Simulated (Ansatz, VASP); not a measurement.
Given: the input of a run of Ansatz 0.2.0 on BeTe.

input.yaml

```yaml
crystal:
  lattice:
    - [0.0, 2.7883449055, 2.7883449055]
    - [2.7883449055, 0.0, 2.7883449055]
    - [2.7883449055, 2.7883449055, 0.0]
  atoms:
    - { symbol: Te, position: [0.75, 0.75, 0.75] }
    - { symbol: Be, position: [0.0, 0.0, 0.0] }
hamiltonian:
  xc: pbe
  pseudopotentials: { kind: paw }
kpoints:
  mp_grid: { grid: [8, 8, 8] }
scf:
  occupations: { method: fermi_dirac, width: 0.05 }
output:
  forces: true
  stress: true
  eigenvalues: true
```

Potentials or basis: Ansatz PAW.

Launch:

```sh
$ ansatz run input.yaml --threads 1 --pin off --max-ram 3584MiB --backend cpu --events-out ev --progress --plain --runs-dir out
```

Problem. Set up the same calculation for VASP 6.6.1. Potentials there: VASP PAW PBE potentials, release 64 (Te, Be).

Solution. As run (the cutoff follows the program's own potentials):

The input INCAR:

```
ALGO = Normal
EDIFF = 1E-7
ENCUT = 520
GGA = PE
ISIF = 2
ISMEAR = -1
LASPH = T
LCHARG = F
LREAL = F
LWAVE = F
NBANDS = 11
NELM = 80
PREC = Accurate
SIGMA = 0.05
```

Contents of KPOINTS:

```
k-points
0
Gamma
  8 8 8
```

POSCAR

```
BeTe
1.0
    0.0000000000      2.7883449055      2.7883449055
    2.7883449055      0.0000000000      2.7883449055
    2.7883449055      2.7883449055      0.0000000000
Te Be
1 1
Direct
    0.7500000000      0.7500000000      0.7500000000
    0.0000000000      0.0000000000      0.0000000000
```

Potentials or basis: VASP PAW PBE potentials, release 64 (Te, Be).

Launch:

```console
$ cat potpaw_PBE.64/Te/POTCAR potpaw_PBE.64/Be/POTCAR > POTCAR
$ mpirun -np 1 vasp_std > vasp.out
```

Both were run:

|  | VASP | Ansatz | Ansatz less VASP |
| --- | --- | --- | --- |
| gap on the k mesh at the Fermi level (eV) | 1.90 | 1.91 | +0.016 |
| least direct gap on the mesh (eV) | 3.58 | 3.60 | +0.021 |
| pressure (GPa) | 3.1 | 2.9 | -0.17 |

The two sets of potentials don't hold the same shells in valence.

Caveats: spin-orbit coupling is left out, which moves the levels of the heavy elements. A k mesh can miss the band edges.
